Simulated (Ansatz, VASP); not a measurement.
# One calculation of AgCl, two programs

```xyz
4
Lattice="4.5423 0.0000 0.0000 -2.2712 3.9338 0.0000 0.0000 0.0000 5.6807" Properties=species:S:1:pos:R:3 pbc="T T T"
Ag    0.0000    2.6225   -0.3535
Ag    2.2712    1.3113    2.4869
Cl    0.0000    2.6225    2.4837
Cl    2.2712    1.3113    5.3241
```

Change from the starting cell: epitaxial_xy strain +0.5%.

Alike in both runs: task single point; functional r2SCAN; k mesh 6 × 6 × 4; no spin polarisation.

|  | VASP | Ansatz |
| --- | --- | --- |
| version | VASP 6.6.1 | Ansatz 0.2.0 |
| potentials or method | VASP PAW PBE potentials, release 64 (Ag, Cl) | plane waves, PAW |
| plane-wave cutoff (eV) | 520 | 500 |
| occupations | gaussian, width 0.01 eV | fixed |
| valence electrons in the cell | 36 | 52 |

```tsv
	VASP	Ansatz	Ansatz less VASP
gap on the k mesh at the Fermi level (eV)	1.73	1.78	+0.047
pressure (GPa)	-0.2	-0.1	+0.08
largest component of the traceless stress (GPa)	0.18	0.14	-0.036
```

The two sets of potentials don't hold the same shells in valence.

Caveats: the PAW data sets were made with another functional, which shifts forces and pressure a little (VASP). A k mesh can miss the band edges.
